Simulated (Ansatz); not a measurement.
Set up this calculation in Ansatz 0.2.0, as an ASE script.

| Property | Result |
| --- | --- |
| Task | electron localisation function |
| Functional | PBE |
| Dispersion | D3(BJ) |
| Potentials or basis | Ansatz PAW earlier set |
| Cutoff | 580 eV |
| Density cutoff | 2320 eV |
| k mesh | 9 × 9 × 9 |
| Occupations | fermi-dirac, width 0.025 eV |
| Spin | no spin polarisation |
| Driver | chain |

The structure of Pb lies in Pb.xyz:

```xyz
1
Lattice="0.0000000000 2.3717719949 2.3717719949 2.3717719949 0.0000000000 2.3717719949 2.3717719949 2.3717719949 0.0000000000" Properties=species:S:1:pos:R:3 pbc="T T T"
Pb     0.0000000000      0.0000000000      0.0000000000
```

The cell isn't the ideal one: volume scaled by 0.88.

These files were run (other wordings do the same):

run.py

```python
import json

import ase.io
import numpy as np

import ansatz as az

atoms = ase.io.read("Pb.xyz")

calculation = (
    az.Crystal.from_ase(atoms)
    .calculation()
    .kpoints(9, 9, 9)
    .functional("pbe", dispersion="d3bj")
    .pseudopotentials(kind="paw", source="ansatz")
    .occupations(method="fermi_dirac", width=0.025)
    .density()
    .potential()
    .output_files(volumetric_format="npy")
    .electron_localization_function()
    .forces()
    .stress()
    .band_table(publish=True)
)
outcome = calculation.run(threads=2, events_out="events.jsonl")

report = outcome.report
for line in open("events.jsonl"):
    event = json.loads(line)
    if event["event"] == "scf_iter":
        d = event["data"]
        print(f"SCF {d['iter']:3d}  HF = {d['harris_foulkes_ev']:.6f} eV  dr2 = {d['dr2_ev']:.2e} eV")
    elif event["event"] in ("relax_step", "md_step"):
        d = event["data"]
        print(f"{event['event']} {d['step']:3d}  E = {d['lagrangian_ev']:.6f} eV")
np.set_printoptions(precision=5, suppress=True, linewidth=110)
print("converged:", report["converged"], "after", report["n_iterations"], "iterations")
print(f"free energy {report['free_energy_ev']:.6f} eV, Fermi level {report['fermi_energy_ev']:.4f} eV")
for key in ("band_edges_ev", "magnetization_mub", "site_moments_mub", "site_moments_nc_mub", "forces_ev_ang",
                "stress_gpa"):
    if report.get(key) is not None:
        print(key, np.array(report[key]), sep="\n")
```

Potentials or basis: Ansatz PAW earlier set.

Launch:

```bash
$ python run.py
```

Results of the run:

```
Pressure               : 8.4 GPa
Band gap on the k mesh : none (metal or under the smearing width)
```

Caveat: pairwise dispersion overbinds metals, which lowers pressure and volume.

Run time: 1.9 s on 2 threads of Arm Neoverse V1 (shared host), peak memory 0.41 GiB.
